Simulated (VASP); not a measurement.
# Hf (Im-3m) in VASP: notebook

Runs on Hf. Level: LDA. Tasks: relaxation of cell and atoms.

Everything below comes from runs of VASP 6.6.1. Logs are shortened: lines on timing, memory, paths and dates and some standing lists are left out, and cuts for length are marked.

## 1. The crystal as given

Symmetry: Im-3m, No. 229, cubic system. Conventional cell: a = 3.610 Å, b = 3.610 Å, c = 3.610 Å, α = 90.00°, β = 90.00°, γ = 90.00°. Hf (site symmetry m-3m) is surrounded by 8 Hf at 3.13 Å.

This isn't the form of Hf at room conditions, which is hcp.

## 2. Relaxation of cell and atoms, LDA, target pressure 10 GPa, at which the enthalpy is minimised

INCAR reads:

```
SYSTEM = Hf
PREC     = Accurate       ! precision mode
ENCUT    = 600            ! plane-wave cutoff, eV
EDIFF    = 1E-6           ! SCF threshold, eV
ISMEAR   = -1             ! smearing method
SIGMA    = 0.05           ! smearing width, eV
LREAL    = .FALSE.        ! projectors in reciprocal space
LASPH    = .TRUE.         ! aspherical terms in the spheres
NELM     = 60             ! most SCF steps
ALGO     = Normal         ! electronic algorithm
ISIF     = 3              ! what is computed and relaxed
LWAVE    = .FALSE.        ! write WAVECAR
LCHARG   = .FALSE.        ! write CHGCAR
IBRION   = 2              ! ionic algorithm
NSW      = 60             ! ionic steps
EDIFFG   = -0.01          ! ionic threshold
PSTRESS  = 100
```

KPOINTS reads:

```
regular mesh
0
G
  10 10 10
  0 0 0
```

POSCAR reads:

```
Hf
1.0
   -1.8050000000      1.8050000000      1.8050000000
    1.8050000000     -1.8050000000      1.8050000000
    1.8050000000      1.8050000000     -1.8050000000
Hf
1
Direct
    0.0000000000      0.0000000000      0.0000000000
```

Potentials or basis: VASP PAW LDA potentials, release 64 (Hf_pv).

Launch:

```
> cat potpaw_LDA.64/Hf_pv/POTCAR > POTCAR
> mpirun -np 1 vasp_std > vasp.out
```

OUTCAR:

```text
SYSTEM = Hf
   PREC = Accurate
   ENCUT = 600
   EDIFF = 1E-6
   ISMEAR = -1
   LREAL = .FALSE.
   LASPH = .TRUE.
   NELM = 60
   ISIF = 3
   IBRION = 2
   NSW = 60
   EDIFFG = -0.01
   PSTRESS = 100

 ion  position               nearest neighbor table
   1  0.000  0.000  0.000-

  LATTYP: Found a body centered cubic cell.
 ALAT       =     3.6100000000

  Lattice vectors:

 A1 = (  -1.8050000000,   1.8050000000,   1.8050000000)
 A2 = (   1.8050000000,  -1.8050000000,   1.8050000000)
 A3 = (   1.8050000000,   1.8050000000,  -1.8050000000)

Analysis of symmetry for initial positions (statically):
=====================================================================
 Subroutine PRICEL returns:
 Original cell was already a primitive cell.

 Routine SETGRP: Setting up the symmetry group for a
 body centered cubic supercell.

 Subroutine GETGRP returns: Found 48 space group operations
 (whereof 48 operations were pure point group operations)
 out of a pool of 48 trial point group operations.

The static configuration has the point symmetry O_h .

Analysis of symmetry for dynamics (positions and initial velocities):
=====================================================================
 Subroutine PRICEL returns:
 Original cell was already a primitive cell.

 Routine SETGRP: Setting up the symmetry group for a
 body centered cubic supercell.

 Subroutine GETGRP returns: Found 48 space group operations
 (whereof 48 operations were pure point group operations)
 out of a pool of 48 trial point group operations.

The dynamic configuration has the point symmetry O_h .

 Subroutine INISYM returns: Found 48 space group operations
 (whereof 48 operations are pure point group operations),
 and found     1 'primitive' translations

----------------------------------------------------------------------------------------

                                     Primitive cell

  volume of cell :      23.5229

  direct lattice vectors                    reciprocal lattice vectors
    -1.805000000  1.805000000  1.805000000     0.000000000  0.277008310  0.277008310
     1.805000000 -1.805000000  1.805000000     0.277008310  0.000000000  0.277008310
     1.805000000  1.805000000 -1.805000000     0.277008310  0.277008310  0.000000000

  length of vectors
[... 89 lines left out ...]
   TEBEG  =    0.0;   TEEND  =   0.0 temperature during run
   PSTRESS=  100.0 pullay stress
   NELECT =      10.0000    total number of electrons
   NUPDOWN=      -1.0000    fix difference up-down
   EMIN   =  10.00;   EMAX   =-10.00  energy-range for DOS
   EFERMI =   0.00;   METHOD = LEGACY
   ISMEAR =    -1;   SIGMA  =   0.05  broadening in eV -4-tet -1-fermi 0-gaus
   EFERMI_NEDOS =   21; number of points for ismear=-14 and -15
   IALGO  =     38    algorithm
   IMIX   =      4    mixing-type and parameters
     AMIX     =   0.40;   BMIX     =  1.00
     AMIX_MAG =   1.60;   BMIX_MAG =  1.00
  volume/ion in A,a.u.               =      23.52       158.74
  Fermi-wavevector in a.u.,A,eV,Ry     =   1.230961  2.326179 20.616432  1.515265
  Thomas-Fermi vector in A             =   2.365789
   LORBIT       =      0    0 simple, 1 ext, 2 COOP (PROOUT), +10 PAW based schemes
   GGA     = CA    functional components
   LHFCALC =     F    Hartree Fock is set to
   AEXX    =    0.0000 exact exchange contribution
   IVDW    =     0    specifies the selected vdW correction
   LEPSILON=     F    determine dielectric tensor
   LRPA    =     F    only Hartree local field effects (RPA)
 conjugate gradient relaxation of ions
 non-spin polarized calculation
  energy-cutoff  :      600.00
  volume of cell :       23.52
 maximum number of plane-waves:       802
 NGX is ok and might be reduce to    28
   NGX = 13   NGY = 13   NGZ = 13

--------------------------------------- Ionic step        1  -------------------------------------------

 number of electron      10.0000000 magnetization

 number of electron       9.9999999 magnetization

 Free energy of the ion-electron system (eV)
  ---------------------------------------------------
  ext. energy  EPLUGINS =         0.00000000
  ---------------------------------------------------
  free energy    TOTEN  =       -10.42273937 eV

  energy without entropy =      -10.40792866  energy(sigma->0) =      -10.41533402

------------------------ aborting loop because EDIFF is reached ----------------------------------------

  FORCE on cell =-STRESS in cart. coord.  units (eV):
  Direction    XX          YY          ZZ          XY          YZ          ZX
  --------------------------------------------------------------------------------------
  -------------------------------------------------------------------------------------
  Total       -1.8527686     -1.8527686     -1.8527686      0.0000000     -0.0000000      0.0000000
  in kB     -126.1944180   -126.1944180   -126.1944180      0.0000000     -0.0000000      0.0000000
  external PRESSURE =    -226.1944180 kB  Pullay stress =     100.0000000 kB
[... 135 lines left out ...]
--------------------------------------- Ionic step        5  -------------------------------------------

 number of electron       9.9999999 magnetization

 Free energy of the ion-electron system (eV)
  ---------------------------------------------------
  ext. energy  EPLUGINS =         0.00000000
  ---------------------------------------------------
  free energy    TOTEN  =       -10.50805968 eV

  energy without entropy =      -10.49577607  energy(sigma->0) =      -10.50191788

 E-fermi :   5.7688     XC(G=0): -12.2754

 val. band max:        5.7481677093   @ k =  -0.2000   0.3000   0.1000
 cond. band min:       5.7941280026   @ k =   0.2000   0.1000   0.0000
 fundamental gap:      0.0459602933
 Fermi energy:         5.7688000396

 k-point     1 :       0.0000    0.0000    0.0000
  band No.  band energies     occupation
      1     -23.2886      2.00000
      2     -23.2886      2.00000
      3     -23.2886      2.00000
      4      -1.7778      2.00000
      5       7.2639      0.00000
      6       7.2639      0.00000
      7       7.2639      0.00000
      8      10.5911      0.00000
      9      10.5911      0.00000
[... 265 lines left out ...]
 k-point    24 :      -0.3000    0.3000    0.1000
  band No.  band energies     occupation
      1     -24.2584      2.00000
      2     -23.6453      2.00000
      3     -23.4076      2.00000
      4       1.5609      2.00000
      5       5.8680      0.24177
      6       5.9253      0.08376
      7       9.0344      0.00000
      8      10.9099      0.00000
      9      11.7176      0.00000

 [... further k-points ...]
[... 5 lines left out ...]
  --------------------------------------------------------------------------------------
  -------------------------------------------------------------------------------------
  Total        1.1698400      1.1698400      1.1698400      0.0000000      0.0000000     -0.0000000
  in kB       99.5926046     99.5926046     99.5926046      0.0000000      0.0000000     -0.0000000
  external PRESSURE =      -0.4073954 kB  Pullay stress =     100.0000000 kB
[... 20 lines left out ...]
  energy  without entropy=      -10.4957760660  energy(sigma->0) =      -10.50191788

  enthalpy is  TOTEN    =        -9.3334343091 eV   P V=        1.1746253755

 reached required accuracy - stopping structural energy minimisation
```

OSZICAR:

```text
N       E                     dE             d eps       ncg     rms          rms(c)
DAV:   1     0.725285119887E+01    0.72529E+01   -0.65574E+03   846   0.115E+03
DAV:   2    -0.105136010461E+02   -0.17766E+02   -0.17202E+02  1328   0.139E+02
DAV:   3    -0.108267845867E+02   -0.31318E+00   -0.30809E+00  1008   0.134E+01
DAV:   4    -0.108285079404E+02   -0.17234E-02   -0.17219E-02  1049   0.977E-01
[... 37 lines left out ...]
       N       E                     dE             d eps       ncg     rms          rms(c)
DAV:   1    -0.105089943497E+02    0.42402E-02   -0.24046E-02   847   0.146E+00    0.290E-01
DAV:   2    -0.105082764766E+02    0.71787E-03   -0.94238E-04   856   0.302E-01    0.109E-01
DAV:   3    -0.105080605841E+02    0.21589E-03   -0.65830E-04   860   0.225E-01    0.591E-02
DAV:   4    -0.105080596846E+02    0.89949E-06   -0.62300E-06  1004   0.254E-02
   5 F= -.93334343E+01 E0= -.93272925E+01  d E =-.378881E+00
```

CONTCAR:

```text
Hf
   1.00000000000000
    -1.6756500478121226    1.6756500478121226    1.6756500478121226
     1.6756500478121226   -1.6756500478121226    1.6756500478121226
     1.6756500478121226    1.6756500478121226   -1.6756500478121226
  Hf
     1
Direct
     0.0000000000000000    0.0000000000000000    0.0000000000000000

  0.00000000E+00  0.00000000E+00  0.00000000E+00
```

Wall time 22 s (1 thread of Intel Xeon Platinum 8488C (Sapphire Rapids), shared host); peak memory 0.16 GiB.

Results:

```yaml
Free_energy: -10.5081 eV
Relaxed_volume: 18.82 Å³/atom
Relaxed_cell: a = 2.902 Å, b = 2.902 Å, c = 2.902 Å, α = 109.47°, β = 109.47°, γ = 109.47°
Space_group_after_relaxing_to_0.05_Å: Im-3m (No. 229)
Energy_change_on_relaxing_the_enthalpy_is_what_falls: -85.3 meV/atom
Ionic_steps: 5
Pressure_after_relaxing: 10.0 GPa
Band_gap_on_the_k_mesh: none (metal or under the smearing width)
```

The path:
```
step  energy change (eV)  largest force (eV/Å)  pressure (GPa)  volume (Å³)
   1              0.0000                0.0000          -12.62        23.52
   2              1.1106                0.0000           84.30        13.93
   3             -0.1030                0.0000            7.70        19.14
   4             -0.0905                0.0000            9.38        18.91
   5             -0.0853                0.0000            9.96        18.82
```

Final structure:
```
Hf
1.0
    -1.67565    1.67565    1.67565
     1.67565   -1.67565    1.67565
     1.67565    1.67565   -1.67565
Hf
1
Direct
  0.00000 0.00000 0.00000
```

Caveat: the cell is relaxed towards a set pressure, so the enthalpy falls and the energy may rise; the volume moved by over 15 % at a fixed basis, so the end points are rough.

## 3. Relaxation of cell and atoms, LDA, target pressure 20 GPa, at which the enthalpy is minimised

Changes to INCAR since step 2:

```diff
@@ -16,2 +16,2 @@
 EDIFFG   = -0.01          ! ionic threshold
-PSTRESS  = 100
+PSTRESS  = 200
```

KPOINTS is that of step 2.

POSCAR is that of step 2.

Potentials or basis: VASP PAW LDA potentials, release 64 (Hf_pv).

Launch:

```
> cat potpaw_LDA.64/Hf_pv/POTCAR > POTCAR
> mpirun -np 1 vasp_std > vasp.out
```

It took 25 s on 1 thread of Intel Xeon Platinum 8488C (Sapphire Rapids), shared host; peak memory 0.16 GiB.

Results (log left out):

| Property | Result |
| --- | --- |
| Free energy | -10.4037 eV |
| Relaxed volume | 17.69 Å³/atom |
| Relaxed cell | a = 2.843 Å, b = 2.843 Å, c = 2.843 Å, α = 109.47°, β = 109.47°, γ = 109.47° |
| Space group after relaxing (to 0.05 Å) | Im-3m (No. 229) |
| Energy change on relaxing (the enthalpy is what falls) | +19.1 meV/atom |
| Ionic steps | 5 |
| Pressure after relaxing | 19.9 GPa |
| Band gap on the k mesh | none (metal or under the smearing width) |

Step by step:
```tsv
step	energy change (eV)	largest force (eV/Å)	pressure (GPa)	volume (Å³)
1	0.0000	0.0000	-12.62	23.52
2	4.0813	0.0000	235.35	10.70
3	-0.0611	0.0000	12.75	18.48
4	-0.0142	0.0000	17.23	17.98
5	0.0191	0.0000	19.93	17.69
```

Final structure:
```
Hf
1.0
    -1.64138    1.64138    1.64138
     1.64138   -1.64138    1.64138
     1.64138    1.64138   -1.64138
Hf
1
Direct
  0.00000 0.00000 0.00000
```

Levels at points of the mesh, in eV from the Fermi level:
```tsv
k point	band 2	band 3	band 4	band 5	band 6	band 7	band 8	band 9
(0.00, 0.00, 0.00)	-28.79	-28.79	-7.66	1.55	1.55	1.55	5.09	5.09
(0.50, 0.00, 0.00)	-29.33	-28.81	-4.21	-1.09	2.43	5.09	6.34	9.84
(0.50, 0.50, 0.50)	-29.98	-29.98	-3.79	-3.79	8.63	8.63	8.63	9.49
```

Caveat: the cell is relaxed towards a set pressure, so the enthalpy falls and the energy may rise; the volume moved by over 15 % at a fixed basis, so the end points are rough. LDA usually gives volumes a few per cent too small.

## 4. Relaxation of cell and atoms, LDA, target pressure 30 GPa, at which the enthalpy is minimised

Changes to INCAR since step 3:

```diff
@@ -16,2 +16,2 @@
 EDIFFG   = -0.01          ! ionic threshold
-PSTRESS  = 200
+PSTRESS  = 300
```

KPOINTS is that of step 3.

POSCAR is that of step 3.

Launch:

```
> cat potpaw_LDA.64/Hf_pv/POTCAR > POTCAR
> mpirun -np 1 vasp_std > vasp.out
```

Run time: 52 s. Hardware: 1 thread of Intel Xeon Platinum 8488C (Sapphire Rapids), shared host; peak memory 0.17 GiB.

Results (log left out):

```yaml
Free_energy: -10.2611 eV
Relaxed_volume: 16.77 Å³/atom
Relaxed_cell: a = 2.793 Å, b = 2.793 Å, c = 2.793 Å, α = 109.47°, β = 109.47°, γ = 109.47°
Space_group_after_relaxing_to_0.05_Å: Im-3m (No. 229)
Energy_change_on_relaxing_the_enthalpy_is_what_falls: +161.7 meV/atom
Ionic_steps: 17
Pressure_after_relaxing: 30.1 GPa
Band_gap_on_the_k_mesh: none (metal or under the smearing width)
```

The path:
| step | energy change (eV) | largest force (eV/Å) | pressure (GPa) | volume (Å³) |
| --- | --- | --- | --- | --- |
| 1 | 0.0000 | 0.0000 | -12.62 | 23.52 |
| 2 | 10.7917 | 0.0000 | 644.07 | 8.00 |
| 3 | -0.0115 | 0.0000 | 17.45 | 17.95 |
| 4 | 0.0576 | 0.0000 | 22.83 | 17.40 |
| 5 | 0.1650 | 0.0000 | 30.28 | 16.75 |
| 6 | 0.1427 | 0.0000 | 28.75 | 16.87 |
| 7 | 0.1438 | 0.0000 | 28.82 | 16.86 |
| 8 | 0.1469 | 0.0000 | 29.03 | 16.85 |
| 9 | 0.1470 | 0.0000 | 29.04 | 16.84 |
| 10 | 0.1471 | 0.0000 | 29.04 | 16.84 |
| 11 | 0.1474 | 0.0000 | 29.03 | 16.84 |
| 12 | 0.1479 | 0.0000 | 29.11 | 16.84 |
| 13 | 0.1491 | 0.0000 | 29.18 | 16.83 |
| 14 | 0.1513 | 0.0000 | 29.32 | 16.82 |
| 15 | 0.1557 | 0.0000 | 29.61 | 16.80 |
| 16 | 0.1648 | 0.0000 | 30.20 | 16.75 |
| 17 | 0.1617 | 0.0000 | 30.06 | 16.77 |

Final structure:
```cif
data_structure
_symmetry_space_group_name_H-M 'P 1'
_symmetry_Int_Tables_number 1
_cell_length_a 2.7926
_cell_length_b 2.7926
_cell_length_c 2.7926
_cell_angle_alpha 109.471
_cell_angle_beta 109.471
_cell_angle_gamma 109.471
_cell_volume 16.77
loop_
_atom_site_label
_atom_site_type_symbol
_atom_site_fract_x
_atom_site_fract_y
_atom_site_fract_z
_atom_site_occupancy
Hf1 Hf 0.00000 0.00000 0.00000 1
```

Levels at points of the mesh, in eV from the Fermi level:
| k point | band 3 | band 4 | band 5 | band 6 | band 7 | band 8 |
| --- | --- | --- | --- | --- | --- | --- |
| (0.00, 0.00, 0.00) | -28.56 | -7.76 | 1.59 | 1.59 | 1.59 | 5.31 |
| (0.50, 0.00, 0.00) | -28.58 | -4.40 | -1.22 | 2.85 | 5.38 | 6.68 |
| (0.50, 0.50, 0.50) | -29.94 | -4.09 | -4.09 | 9.14 | 9.14 | 9.14 |

Caveat: the cell is relaxed towards a set pressure, so the enthalpy falls and the energy may rise; the volume moved by over 15 % at a fixed basis, so the end points are rough. Zero-point motion and thermal expansion aren't in these numbers.

## 5. Summary

| cell | target pressure | gap on the mesh (eV) | pressure (GPa) |
| --- | --- | --- | --- |
| relaxed to 10 GPa | 10 GPa | none | 10.0 |
| relaxed to 20 GPa | 20 GPa | none | 19.9 |
| relaxed to 30 GPa | 30 GPa | none | 30.1 |

Alike in all rows: task relaxation of cell and atoms; level LDA; potentials or basis VASP PAW LDA potentials, release 64 (Hf_pv); no spin polarisation; k mesh 10 × 10 × 10; cutoff (eV) 600; smearing fermi-dirac 0.05 eV.

Caveats: the cell is relaxed towards a set pressure, so the enthalpy falls and the energy may rise; the volume moved by over 15 % at a fixed basis, so the end points are rough.

Total energies depend on the potentials used, so only differences within one code and one set of settings carry meaning.
